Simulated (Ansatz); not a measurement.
Input of an Ansatz 0.2.0 run:

Contents of input.yaml:

```yaml
crystal:
  lattice:
    - [3.017482544, 0.0, 0.0]
    - [-1.508741272, 2.6132165386, 0.0]
    - [0.0, 0.0, 7.5746360022]
  atoms:
    - { symbol: Al, position: [0.0, 0.0, 0.722049] }
    - { symbol: Al, position: [0.0, 0.0, 0.277951] }
    - { symbol: O, position: [0.0, 0.0, 0.5] }
    - { symbol: O, position: [0.6666666667, 0.3333333333, 0.800546] }
    - { symbol: O, position: [0.3333333333, 0.6666666667, 0.199454] }
hamiltonian:
  xc: pbesol
  pseudopotentials: { kind: paw }
kpoints:
  mp_grid: { grid: [10, 10, 4] }
scf:
  occupations: { method: fermi_dirac, width: 0.05 }
output:
  forces: true
  stress: true
  eigenvalues: true
relax:
  f_tol: 0.01
  max_steps: 40
  cell: { stress_tol: 0.05 }
```

Potentials or basis: Ansatz PAW.

The run is started by

```bash
$ ansatz run input.yaml --threads 2 --pin off --max-ram 5632MiB --backend cpu --events-out ev --progress --plain --runs-dir out
```

(1) Predict the band gap on the k mesh.

(2) What does it give for the relaxed cell?

Answers

(1) 2.40 eV, direct.

(2) a = 2.988 Å, b = 2.988 Å, c = 7.972 Å, α = 90.00°, β = 90.00°, γ = 120.00°.

Caveat: the plane-wave basis is chosen anew once the cell has moved, so the energies of steps on either side of that aren't comparable.
